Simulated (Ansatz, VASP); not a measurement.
**InP: VASP beside Ansatz**

```
In P
1.0
     0.00000    2.86617    2.86617
     2.86617    0.00000    2.86617
     2.86617    2.86617    0.00000
In P
1 1
Direct
  0.00000 0.00000 0.00000
  0.75000 0.75000 0.75000
```

Alike in both runs: functional PBEsol; k mesh 10 × 10 × 10; no spin polarisation.

Ansatz relaxed the structure, and its values are those at the end. VASP's run is a single point on that final structure, the one shown.

```csv
,VASP,Ansatz
version,VASP 6.6.1,Ansatz 0.2.0
potentials or method,"VASP PAW PBE potentials, release 64 (In_d, P)","scalar-relativistic, plane waves, PAW"
plane-wave cutoff (eV),520,420
occupations,"gaussian, width 0.01 eV",fixed
valence electrons in the cell,18,18
```

|  | VASP | Ansatz | Ansatz less VASP |
| --- | --- | --- | --- |
| gap on the k mesh at the Fermi level (eV) | 0.97 | 0.97 | +0.001 |
| least direct gap on the mesh (eV) | 0.97 | 0.97 | +0.001 |
| pressure (GPa) | 6.0 | 6.0 | +0.04 |

Caveats: the PAW data sets were made with another functional, which shifts forces and pressure a little (VASP); spin-orbit coupling is left out, which moves the levels of the heavy elements. A hybrid or GW would open this gap; PBEsol tends to underestimate it.
